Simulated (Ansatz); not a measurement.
Runs of Ansatz 0.2.0 on Pt. The structure is cubic, space group Im-3m (No. 229). Conventional cell: a = 3.168 Å, b = 3.168 Å, c = 3.168 Å, α = 90.00°, β = 90.00°, γ = 90.00°. Pt (site symmetry m-3m) has 8 Pt at 2.74 Å as nearest neighbours. This isn't the form of Pt at room conditions, which is fcc.

```csv
potentials or basis,cutoff (eV),basis error allowed,pressure (GPa)
"all-electron LAPW, inner shells corrected to Dirac's equation",277,0.001 eV/atom,(a)
"all-electron LAPW, scalar-relativistic",277,0.001 eV/atom,-11.2
"all-electron LAPW, non-relativistic",277,0.001 eV/atom,19.0
all-electron PAW datasets made for the crystal,280,-,-11.2
```

Alike in all rows: task band structure; level PBEsol; no spin polarisation; cell as given; k mesh 12 × 12 × 12; smearing fermi-dirac 0.05 eV.

Question: Fill in the values left out.

Answer: (a) -11.1.

Caveats: relativity is left out, which matters for the heavier elements (some runs).

The runs don't all hold the same shells in valence.
